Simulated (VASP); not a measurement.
# Quasiparticle energies of BaH2 in VASP, part 5 of 5

Wanted: how far GW moves the Kohn-Sham levels of BaH2. The cell has space group Pnma. The start is a cell from a database of measured crystal structures.

VASP 6.6.1, plane waves and PAW; the level of theory is named at each step.

So far, quasiparticle gap on the mesh (eV): step 4 (evGW0) 4.86.

### Step 6. Another starting point

This step: HSE06; plane waves and PAW (Ba_sv_GW, H_GW) (VASP 6.6.1).

To see how much the result owes to its start, the ground state is made again with HSE06. A small SIGMA keeps every occupation at zero or full.

Contents of INCAR:

```
SYSTEM = BaH2
PREC = Accurate
ENCUT = 320
EDIFF = 1E-08
NELM = 100
ISMEAR = 0
SIGMA = 0.01
LREAL = .FALSE.
ALGO = Normal
LHFCALC = .TRUE.
AEXX = 0.25
GGA = PE
HFSCREEN = 0.2
LASPH = .TRUE.
NBANDS = 36
PRECFOCK = Fast
LORBIT = 11
LWAVE = .TRUE.
LCHARG = .FALSE.
KPAR = 2
```

Contents of POSCAR:

```
BaH2
1.0
    6.7920000000      0.0000000000      0.0000000000
    0.0000000000      4.1680000000      0.0000000000
    0.0000000000      0.0000000000      7.8580000000
Ba H
4 8
Direct
    0.2602900000      0.2500000000      0.8886300000
    0.2397100000      0.7500000000      0.3886300000
    0.7602900000      0.2500000000      0.6113700000
    0.7397100000      0.7500000000      0.1113700000
    0.0430000000      0.2500000000      0.1740000000
    0.4570000000      0.7500000000      0.6740000000
    0.5430000000      0.2500000000      0.3260000000
    0.9570000000      0.7500000000      0.8260000000
    0.6460000000      0.2500000000      0.9135000000
    0.8540000000      0.7500000000      0.4135000000
    0.1460000000      0.2500000000      0.5865000000
    0.3540000000      0.7500000000      0.0865000000
```

Contents of KPOINTS:

```
Automatic mesh
0
Gamma
2 4 2
0 0 0
```

PAW data sets: Ba_sv_GW and H_GW (LDA family, release 64).

The WAVECAR or CHGCAR of an earlier step is read.

Started as:

```
> mpirun -np 16 vasp_std
```

The log of the run:

```text
[banner, memory and clock lines left out]
running   16 mpi-ranks, on    1 nodes
 distrk:  each k-point on    8 cores,    2 groups
 distr:  one band on    1 cores,    8 groups

 POSCAR found type information on POSCAR BaH
 POSCAR found :  2 types and      12 ions
 [... a notice as in an earlier step ...]

|                                                                             |
|               ----> ADVICE to this user running VASP <----                  |
|                                                                             |
|     You enforced a specific xc type in the INCAR file but a different       |
|     [... a line on the potential file left out ...]
|     I HOPE YOU KNOW WHAT YOU ARE DOING!                                     |
|                                                                             |

 LDA part: xc-table for (Slater+PW92), standard interpolation
 [... a notice as in an earlier step ...]

 found WAVECAR, reading the header
  number of bands has changed, file:    36 present:    40
  trying to continue reading WAVECAR, but it might fail
 POSCAR, INCAR and KPOINTS ok, starting setup
 FFT: planning ... GRIDC
 FFT: planning ... GRID_SOFT
 FFT: planning ... GRID
 reading WAVECAR
 random initialization beyond band           36
 the WAVECAR file was read successfully
 initial charge from wavefunction
 entering main loop
       N       E                     dE             d eps       ncg     rms          rms(c)
DAV:   1    -0.603515692392E+02   -0.60352E+02   -0.36824E+00  1056   0.825E+00    0.163E+02
DAV:   2    -0.604645278458E+02   -0.11296E+00   -0.67050E-01  1160   0.421E+00    0.174E+02
DAV:   3    -0.604494607743E+02    0.15067E-01   -0.49800E-02  1400   0.101E+00    0.155E+02
DAV:   4    -0.604450596677E+02    0.44011E-02   -0.24732E-02  1312   0.527E-01    0.123E+02
DAV:   5    -0.604466293765E+02   -0.15697E-02   -0.94144E-03  1296   0.324E-01    0.920E+01
DAV:   6    -0.604478105963E+02   -0.11812E-02   -0.20037E-03  1304   0.152E-01    0.666E+01
DAV:   7    -0.604483245170E+02   -0.51392E-03   -0.40013E-04  1320   0.726E-02    0.467E+01
DAV:   8    -0.604485521075E+02   -0.22759E-03   -0.11759E-04  1256   0.401E-02    0.325E+01
DAV:   9    -0.604486668932E+02   -0.11479E-03   -0.42709E-05  1224   0.234E-02    0.223E+01
DAV:  10    -0.604487270665E+02   -0.60173E-04   -0.20246E-05  1336   0.162E-02    0.153E+01
DAV:  11    -0.604487597037E+02   -0.32637E-04   -0.74810E-06  1280   0.947E-03    0.104E+01
DAV:  12    -0.604487786640E+02   -0.18960E-04   -0.41032E-06  1288   0.694E-03    0.711E+00
DAV:  13    -0.604487894899E+02   -0.10826E-04   -0.12861E-06  1288   0.405E-03    0.475E+00
DAV:  14    -0.604487959270E+02   -0.64371E-05   -0.58059E-07  1272   0.279E-03    0.317E+00
DAV:  15    -0.604488000375E+02   -0.41106E-05   -0.34654E-07  1152   0.191E-03    0.217E+00
DAV:  16    -0.604488026937E+02   -0.26561E-05   -0.18694E-07  1056   0.151E-03    0.149E+00
DAV:  17    -0.604488044192E+02   -0.17255E-05   -0.73895E-08   936   0.111E-03    0.101E+00
DAV:  18    -0.604488055103E+02   -0.10911E-05   -0.11228E-08   728   0.832E-04    0.621E-01
DAV:  19    -0.604488061855E+02   -0.67519E-06   -0.23483E-08   912   0.886E-04    0.432E-01
DAV:  20    -0.604488066468E+02   -0.46134E-06   -0.75945E-09   704   0.595E-04    0.282E-01
DAV:  21    -0.604488069478E+02   -0.30096E-06   -0.93992E-09   728   0.612E-04    0.194E-01
DAV:  22    -0.604488071495E+02   -0.20169E-06   -0.79151E-09   744   0.568E-04    0.139E-01
DAV:  23    -0.604488072893E+02   -0.13986E-06   -0.22495E-09   656   0.394E-04    0.869E-02
DAV:  24    -0.604488073772E+02   -0.87849E-07   -0.17779E-09   656   0.307E-04    0.569E-02
DAV:  25    -0.604488074345E+02   -0.57323E-07   -0.14840E-09   648   0.280E-04    0.393E-02
DAV:  26    -0.604488074735E+02   -0.39032E-07   -0.12521E-09   632   0.240E-04    0.281E-02
DAV:  27    -0.604488075013E+02   -0.27780E-07   -0.11227E-09   640   0.215E-04    0.218E-02
DAV:  28    -0.604488075223E+02   -0.20954E-07   -0.91202E-10   608   0.194E-04    0.169E-02
DAV:  29    -0.604488075383E+02   -0.16039E-07   -0.91881E-10   600   0.171E-04    0.151E-02
DAV:  30    -0.604488075522E+02   -0.13903E-07   -0.74476E-10   608   0.168E-04    0.123E-02
DAV:  31    -0.604488075637E+02   -0.11479E-07   -0.63272E-10   608   0.136E-04    0.117E-02
DAV:  32    -0.604488075744E+02   -0.10722E-07   -0.50828E-10   616   0.136E-04    0.966E-03
DAV:  33    -0.604488075834E+02   -0.89540E-08   -0.41713E-10   608   0.105E-04
   1 F= -.60448808E+02 E0= -.60448808E+02  d E =-.162948E-82
 writing wavefunctions
```

The job ended after 7.1 min (16 MPI ranks of AMD EPYC 7R43, shared host; peak memory 3.6 GiB; 1.9 h of CPU time).

Parts of OUTCAR (step 6):

```text
   k-points           NKPTS =     12   k-points in BZ     NKDIM =     16   number of bands    NBANDS=     40

   NELECT =      48.0000    total number of electrons

  exchange ACFDT corr.  =         0.00000000  see jH, gK, PRB 81, 115126

 E-fermi :   1.2438

 k-point     1 :       0.0000    0.0000    0.0000
  band No.  band energies     occupation
    ...
     20       0.1717      2.00000
     21       0.3739      2.00000
     22       0.4823      2.00000
     23       0.9236      2.00000
     24       1.1086      2.00000
     25       5.7774      0.00000
     26       6.0588      0.00000
     27       6.4187      0.00000
     28       6.7421      0.00000
     29       7.0064      0.00000
    ...

 POSITION                                       TOTAL-FORCE (eV/Angst)
 -----------------------------------------------------------------------------------
      1.76789      1.04200      6.98285         0.035560     -0.000000      0.137960
      1.62811      3.12600      3.05385        -0.035560      0.000000      0.137960
      5.16389      1.04200      4.80415         0.035560     -0.000000     -0.137960
      5.02411      3.12600      0.87515        -0.035560      0.000000     -0.137960
      0.29206      1.04200      1.36729        -0.150795      0.000000      0.111093
      3.10394      3.12600      5.29629         0.150795     -0.000000      0.111093
      3.68806      1.04200      2.56171        -0.150795      0.000000     -0.111093
      6.49994      3.12600      6.49071         0.150795      0.000000     -0.111093
      4.38763      1.04200      7.17828        -0.056545      0.000000      0.330151
      5.80037      3.12600      3.24928         0.056545      0.000000      0.330151
      0.99163      1.04200      4.60872        -0.056545     -0.000000     -0.330151
      2.40437      3.12600      0.67972         0.056545      0.000000     -0.330151
 -----------------------------------------------------------------------------------
    total drift:                                0.000000      0.000000      0.000000

  FREE ENERGIE OF THE ION-ELECTRON SYSTEM (eV)
  ---------------------------------------------------
  free  energy   TOTEN  =       -60.4488075834 eV

  energy  without entropy=      -60.4488075834  energy(sigma->0) =      -60.44880758

[... 8 parts as in an earlier step ...]

[... 8 further parts left out ...]
```

The k-mesh is coarse for exact exchange; levels may shift by about 0.1 eV on a finer one. The PAW data sets were made with LDA, a small mismatch for this functional.

This step gave:

```
free energy (TOTEN)            : -60.4488 eV
Fermi energy                   : 1.244 eV
gap on the k-mesh              : 4.054 eV
least direct gap on the k-mesh : 4.563 eV
```

### Step 7. Empty bands

The next step needs empty bands that the ground-state run didn't converge, so the Hamiltonian is diagonalised exactly for NBANDS bands, in a single step. LOPTICS writes the k-derivatives of the orbitals (WAVEDER), which give the long-wavelength limit of the screening.

Contents of INCAR:

```
SYSTEM = BaH2
PREC = Accurate
ENCUT = 320
ISMEAR = 0
SIGMA = 0.01
LREAL = .FALSE.
LHFCALC = .TRUE.
AEXX = 0.25
GGA = PE
HFSCREEN = 0.2
LASPH = .TRUE.
NBANDS = 592
PRECFOCK = Fast
ALGO = Exact
NELM = 1
LWAVE = .TRUE.
LCHARG = .FALSE.
LOPTICS = .TRUE.
NEDOS = 1000
CSHIFT = 0.1
```

POSCAR is that of step 6.

KPOINTS is that of step 6.

The run starts from files that an earlier step left in the folder.

Started as:

```
> mpirun -np 16 vasp_std
```

The log of the run:

```text
[banner, memory and clock lines left out]
running   16 mpi-ranks, on    1 nodes
[...]
[... a notice as in an earlier step ...]

 [... a notice as in an earlier step ...]

 LDA part: xc-table for (Slater+PW92), standard interpolation
 found WAVECAR, reading the header
  number of bands has changed, file:    40 present:   592
  trying to continue reading WAVECAR, but it might fail
 POSCAR, INCAR and KPOINTS ok, starting setup
[...]
reading WAVECAR
 random initialization beyond band           40
 the WAVECAR file was read successfully
 initial charge from wavefunction
 entering main loop
       N       E                     dE             d eps       ncg     rms          rms(c)
DIA:   1    -0.604488076039E+02   -0.60449E+02    0.00000E+00     0   0.000E+00
   1 F= -.60448808E+02 E0= -.60448808E+02  d E =-.129652E-62
 writing wavefunctions
 optical routines
 imaginary and real dielectric function
 recalculating local potential from charge density
 direction            1
 direction            2
```

The job ended after 26 min (16 MPI ranks).

The run was cut off at its time limit.

More ranks or a longer limit would be the way on.

### Step 8. Outcome

```json
{
 "evGW0 on LDA, 592 bands, ENCUTGW 110 eV, NOMEGA 48, mesh 2×4×2": "2.771 → 4.862 eV"
}
```

**Reading.** evGW0 gives a quasiparticle gap of 4.862 eV on the mesh, 2.09 eV over the LDA gap on the same mesh. On mesh and path the starting valence top lies at (-0.286, 0, 0) and the conduction bottom at (-0.5, -0.357, 0), so the starting gap is indirect. The GW mesh misses an edge: at the starting level the gap along the path is 0.17 eV smaller, and with that offset the quasiparticle gap would be about 4.69 eV. In evGW0 the first pass, which is the one-shot result, gives 4.516 eV and pass 4 gives 4.862 eV; the last pass changed the gap by +10 meV, so the loop is converged. Bands, response cutoff and mesh weren't tested for convergence. The empty bands run ended without a result (timeout). Spin-orbit coupling is left out; with Ba in the cell it can split or shift band edges, by an amount that depends on which atoms form them and isn't tested here. The given cell is kept, although it stands at -3.5 GPa at LDA and ENCUT = 320 eV, which holds the mismatch of the given cell with this functional and any basis-set error. The atoms weren't relaxed and carry forces of up to 0.31 eV/Å at LDA in the first static run, so the numbers belong to the given coordinates, and a relaxation would change them. Not tabulated here, as repeats of values shown or as unfit to read for their mesh, reference level or band range: eps2 curves (empty bands); eps1 curves and static values (empty bands).

[Lines on the potential files, build, host, timing and source positions are cut from VASP's logs without a mark.]

[Logs are printed without paths, hosts, clocks, repeated set-up lines and the standing remarks that a program may print on its own settings, such as how far it seeks lower states.]

[Hosts, paths, dates, database ids (printed as entryN), source tags and the programs' standing remarks are cut or masked in the printed files.]

[Pressures printed for these runs are not shown converged in the cutoff: they can be off by several GPa and have the wrong sign.]
